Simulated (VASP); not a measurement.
# CuAu under changes of volume

One of the cells (14.528 Å³/atom); the others are scaled copies at fixed shape and fractional positions:

```
Au Cu
1.0
     1.41818    0.81879    4.17044
    -1.41818    0.81879    4.17044
     0.00000   -1.63758    4.17044
Au Cu
1 1
Direct
  0.00000 0.00000 0.00000
  0.50000 0.50000 0.50000
```

The cell comes from a database or a generator and needn't be the stable form of this composition.

* Program: VASP 6.6.1
* Functional: PBEsol
* Potentials or basis: VASP PAW PBE potentials, release 64 (Au, Cu)
* Cutoff: 520 eV
* k mesh: 10 × 10 × 10
* Occupations: fermi-dirac, width 0.05 eV
* Spin: no spin polarisation

| volume (Å³/atom) | energy over the lowest point (meV/atom) | pressure (GPa) |
| --- | --- | --- |
| 13.947 | ? | ? |
| 14.238 | 3.49 | 3.5 |
| 14.528 | 0.00 | 0.0 |
| 14.819 | 2.61 | -3.0 |
| 15.109 | 10.55 | -5.8 |

Task: What does the run at 13.947 Å³/atom give?

Result: Energy over the lowest point 13.88 meV/atom; pressure 7.6 GPa.

Worked out: A Birch-Murnaghan fit of order 2 (a polynomial in V^(-2/3)) to the other rows has its minimum at 14.55 Å³/atom with B0 = V·E''(V) = 165 GPa at fixed shape and positions, which overstates the stiffness. It gives 13.60 meV/atom at 13.947 Å³/atom, against the run's 13.88, and -dE/dV = 7.5 GPa, against 7.6.

Energies are extrapolated to zero smearing.

Caveats: the PAW data sets were made with another functional, which shifts forces and pressure a little.
